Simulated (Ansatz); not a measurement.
Reactions of CH₂BF₃O₂Te (`OB(O)[Te]C(F)(F)F`).

Calculated with Ansatz (gas phase, PBE0-D4/def2-TZVP geometries, no zero-point term in ΔE). CCSD(T)/CBS adds triple-zeta CCSD(T) − MP2 to the extrapolated MP2 energy (def2 sets, frozen cores). This one scheme is used for every species. Functionals use def2-TZVPP. def2 core potentials past Kr. For Ge, Se, Te outer-core shells are correlated without core-valence functions, which leaves a few kJ/mol of doubt a bond. Scalar relativity is left out up to krypton. One conformer a species, not always the lowest.

```
                                                                     reaction  ωB97X-V (kcal/mol)  ωB97M-V (kcal/mol)  PBE0-D4 (kcal/mol)  CCSD(T)/CBS(def2) (kcal/mol)
         `OB(O)[Te]C(F)(F)F` + `C[SiH2]O` → `C[SiH2]OB(O)O` + `FC(F)(F)[TeH]`               -20.1               -20.2               -18.7                         -19.2
                    `OB(O)[Te]C(F)(F)F` + SiH₄ → `OB(O)[Te][SiH3]` + `FC(F)F`               -25.2               -25.2               -28.1                         -27.1
              `OB(O)[Te]C(F)(F)F` + `C[SiH3]` → `C[SiH2][Te]B(O)O` + `FC(F)F`               -26.5               -26.5               -28.9                         -28.7
      `OB(O)[Te]C(F)(F)F` + `C[O][GeH3]` → `OB(O)[O][GeH3]` + `C[Te]C(F)(F)F`               -35.8               -36.8               -35.1                         -37.7
                    `OB(O)[Te]C(F)(F)F` + CH₃NH₂ → `NB(O)O` + `C[Te]C(F)(F)F`               -22.3               -23.2               -21.9                         -23.7
                    `OB(O)[Te]C(F)(F)F` + `CCC` → `CC(C)[Te]B(O)O` + `FC(F)F`                -3.7                -3.6                -4.8                          -7.1
`OB(O)[Te]C(F)(F)F` + `FC(F)(F)[SeH]` → `OB(O)[Se]C(F)(F)F` + `FC(F)(F)[TeH]`                -2.3                -2.3                -2.1                          -1.8
              `OB(O)[Te]C(F)(F)F` + `C[Se]C` → `C[Se]B(O)O` + `C[Te]C(F)(F)F`                -4.6                -4.6                -4.5                          -5.7
      `OB(O)[Te]C(F)(F)F` + `[OH][GeH3]` → `OB(O)[O][GeH3]` + `FC(F)(F)[TeH]`               -20.6               -20.8               -19.1                         -19.8
```

Largest T1 diagnostic: 0.013, for `OB(O)[Te]C(F)(F)F`.
